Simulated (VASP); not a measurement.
**CdS: relaxation of cell and atoms with PBE**

CdS:

```
Cd S
1.0
     4.15000    0.00000    0.00000
    -2.07500    3.59401    0.00000
     0.00000    0.00000    6.73700
Cd S
2 2
Direct
  0.33333 0.66667 0.00000
  0.66667 0.33333 0.50000
  0.33333 0.66667 0.37500
  0.66667 0.33333 0.87500
```

* Program: VASP 6.6.1
* Task: relaxation of cell and atoms
* Functional: PBE
* Potentials or basis: VASP PAW PBE potentials, release 64 (Cd, S)
* Cutoff: 520 eV
* k mesh: 9 × 9 × 6
* Occupations: gaussian, width 0.02 eV
* Spin: no spin polarisation
* Further INCAR settings: ALGO = Fast; EDIFF = 1e-07; IBRION = 2; EDIFFG = -0.002; NSW = 80; ISIF = 3

```json
{
 "Relaxed volume": "26.18 Å³/atom",
 "Relaxed cell": "a = 4.204 Å, b = 4.204 Å, c = 6.842 Å, α = 90.00°, β = 90.00°, γ = 120.00°",
 "Space group after relaxing (to 0.05 Å)": "P6_3mc (No. 186)",
 "Energy gained by relaxing": "7.9 meV/atom",
 "Ionic steps": "10",
 "Pressure after relaxing": "0.0 GPa",
 "Band gap on the k mesh": "1.10 eV, direct"
}
```

Step by step:
```csv
step,energy change (eV),largest force (eV/Å),pressure (GPa),volume (Å³)
1,0.0000,0.0696,2.43,100.48
2,-0.0285,0.0020,-0.69,106.11
3,-0.0316,0.0151,0.00,104.71
4,-0.0316,0.0142,-0.04,104.80
5,-0.0316,0.0071,0.00,104.70
6,-0.0316,0.0056,0.02,104.67
7,-0.0316,0.0037,0.01,104.69
8,-0.0316,0.0017,-0.02,104.74
9,-0.0317,0.0004,0.01,104.70
10,-0.0317,0.0002,0.00,104.71
```

Final structure:
```xyz
4
Lattice="4.2039 0.0000 0.0000 -2.1019 3.6407 0.0000 0.0000 0.0000 6.8416" Properties=species:S:1:pos:R:3 pbc="T T T"
Cd    0.0000    2.4271    6.8363
Cd    2.1019    1.2136    3.4155
S     0.0000    2.4271    2.5709
S     2.1019    1.2136    5.9917
```

Levels at points of the mesh, in eV from the valence-band top:
```tsv
k point	band 14	band 15	band 16	band 17	band 18	band 19	band 20	band 21	band 22
(0.00, 0.00, 0.00)	-0.69	-0.69	-0.04	0.00	0.00	1.10	2.73	6.48	6.48
(0.00, 0.00, 0.50)	-2.35	-0.35	-0.35	-0.35	-0.35	2.74	2.74	6.13	6.13
```

Run time: 7.7 min on 1 thread of Intel(R) Xeon(R) Platinum 8259CL CPU @ 2.50GHz (Skylake/Cascade Lake), on a shared host, peak memory 0.28 GiB.

As with any semilocal functional, this PBE gap is likely too small. Zero-point motion and thermal expansion aren't in these numbers.
